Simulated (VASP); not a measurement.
Computed with PBE0 hybrid, VASP's PBE PAW potentials (set 64) (plane waves; VASP 6.6.1).

VASP ran on this input.

File KPOINTS_OPT:
```
named points and PBE's band edges
7
Reciprocal
  0.000000   0.000000   0.000000 1 ! GAMMA
 -0.500000  -0.500000   0.000000 1 ! X
  0.000000   0.000000   0.500000 1 ! L
 -0.500000  -0.250000   0.250000 1 ! W
 -0.375000   0.000000   0.375000 1 ! K
 -0.375000  -0.375000   0.250000 1 ! U
 -0.035710  -0.035710   0.000000 1 ! near an edge
```

### INCAR
```
! general
SYSTEM    =  ZnTe
PREC      =  Accurate
ENCUT     =  520
LREAL     =  .FALSE.
LASPH     =  .TRUE.
ISYM      =  3

! electronic loop
EDIFF     =  1E-6
NELM      =  60
ALGO      =  Normal
LMAXMIX   =  4

! smearing
ISMEAR    =  0
SIGMA     =  0.05

! functional
GGA       =  PE
LHFCALC   =  .TRUE.
AEXX      =  0.25
HFRCUT    =  -1
PRECFOCK  =  Fast

! ions
ISIF      =  2

! output
LWAVE     =  .FALSE.
LCHARG    =  .FALSE.
```

**KPOINTS**
```
Automatic mesh
0
G
6 6 6
0 0 0
```

**POSCAR**
```
ZnTe
1
    0.0000000000     3.0919258244     3.0919258244
    3.0919258244     0.0000000000     3.0919258244
    3.0919258244     3.0919258244     0.0000000000
Zn Te
1 1
Direct
  0.0000000000   0.0000000000   0.0000000000
  0.2500000000   0.2500000000   0.2500000000
```

POTCAR, in this order: Zn Te (PBE.64 set). Program: vasp_std. Read from the step before: WAVECAR.

The run wrote:

### OUTCAR
```
 ion  position               nearest neighbor table
   1  0.000  0.000  0.000-   2 2.68   2 2.68   2 2.68   2 2.68
   2  0.250  0.250  0.250-   1 2.68   1 2.68   1 2.68   1 2.68
  LATTYP: Found a face centered cubic cell.
 ALAT       =     6.1838516488
 Subroutine PRICEL returns:
 Original cell was already a primitive cell.
 Subroutine GETGRP returns: Found 24 space group operations
The static configuration has the point symmetry T_d .
The dynamic configuration has the point symmetry T_d .
 Subroutine INISYM returns: Found 24 space group operations
 Subroutine IBZKPT returns following result:
 Found     16 irreducible k-points:

 Following reciprocal coordinates:
            Coordinates               Weight
  0.000000  0.000000  0.000000      1.000000
  0.166667  0.000000  0.000000      8.000000
  0.333333  0.000000  0.000000      8.000000
  0.500000  0.000000  0.000000      4.000000
  0.166667  0.166667  0.000000      6.000000
  0.333333  0.166667  0.000000     24.000000
  0.500000  0.166667  0.000000     24.000000
 -0.333333  0.166667  0.000000     24.000000
 -0.166667  0.166667  0.000000     12.000000
  0.333333  0.333333  0.000000      6.000000
  0.500000  0.333333  0.000000     24.000000
 -0.333333  0.333333  0.000000     12.000000
  0.500000  0.500000  0.000000      3.000000
  0.500000  0.333333  0.166667     24.000000
 -0.333333  0.333333  0.166667     24.000000
 -0.333333  0.500000  0.166667     12.000000
 Subroutine IBZKPT_HF returns following result:
   k-points           NKPTS =     16   k-points in BZ     NKDIM =    216   number of bands    NBANDS=     13
   number of dos      NEDOS =    301   number of ions     NIONS =      2
   total plane-waves  NPLWV =  46656
   dimension x,y,z NGX =    36 NGY =   36 NGZ =   36
   dimension x,y,z NGXF=    72 NGYF=   72 NGZF=   72
   ions per type =               1   1
   PREC   = accura    normal or accurate (medium, high low for compatibility)
...
```

File OSZICAR:
```
       N       E                     dE             d eps       ncg     rms          rms(c)
DAV:   1    -0.697214764760E+01   -0.69721E+01   -0.15197E+00   624   0.235E+01    0.975E+00
DAV:   2    -0.696509916135E+01    0.70485E-02   -0.16743E-01   476   0.828E+00    0.642E+00
DAV:   3    -0.696565088288E+01   -0.55172E-03   -0.21424E-02   526   0.238E+00    0.398E+00
DAV:   4    -0.696531482128E+01    0.33606E-03   -0.13287E-03   466   0.496E-01    0.236E+00
DAV:   5    -0.696517692316E+01    0.13790E-03   -0.34246E-04   523   0.206E-01    0.142E+00
DAV:   6    -0.696516895030E+01    0.79729E-05   -0.96408E-05   476   0.810E-02    0.854E-01
DAV:   7    -0.696516644934E+01    0.25010E-05   -0.94888E-06   471   0.361E-02    0.517E-01
DAV:   8    -0.696516540939E+01    0.10399E-05   -0.14505E-06   326   0.138E-02    0.309E-01
DAV:   9    -0.696516546464E+01   -0.55249E-07   -0.83118E-07   278   0.781E-03
   1 F= -.69651655E+01 E0= -.69651655E+01  d E =-.204650E-11
       N       E                     dE             ncg
```

OUTCAR:
```
------------------------ aborting loop because EDIFF is reached ----------------------------------------
  FORCE on cell =-STRESS in cart. coord.  units (eV):
  Direction    XX          YY          ZZ          XY          YZ          ZX
  --------------------------------------------------------------------------------------
  Total       -0.4335135     -0.4335135     -0.4335135      0.0000000      0.0000000      0.0000000
  in kB      -11.7488687    -11.7488687    -11.7488687      0.0000000      0.0000000      0.0000000
  external PRESSURE =     -11.7488687 kB  Pullay stress =       0.0000000 kB
  volume of cell :       59.12
      direct lattice vectors                 reciprocal lattice vectors
     0.000000000  3.091925824  3.091925824    -0.161711512  0.161711512  0.161711512
     3.091925824  0.000000000  3.091925824     0.161711512 -0.161711512  0.161711512
     3.091925824  3.091925824  0.000000000     0.161711512  0.161711512 -0.161711512
 POSITION                                       TOTAL-FORCE (eV/Angst)
 -----------------------------------------------------------------------------------
      0.00000      0.00000      0.00000         0.000000     -0.000000      0.000000
      1.54596      1.54596      1.54596        -0.000000      0.000000     -0.000000
 -----------------------------------------------------------------------------------
    total drift:                                0.000076      0.000035      0.000032
  FREE ENERGIE OF THE ION-ELECTRON SYSTEM (eV)
  ---------------------------------------------------
  free  energy   TOTEN  =        -6.9651654646 eV

  energy  without entropy=       -6.9651654646  energy(sigma->0) =       -6.96516546

  exchange ACFDT corr.  =         0.00000000  see jH, gK, PRB 81, 115126
```
(Selected blocks of OUTCAR.)

The compound is ZnTe in the zinc blende structure. It was relaxed first.
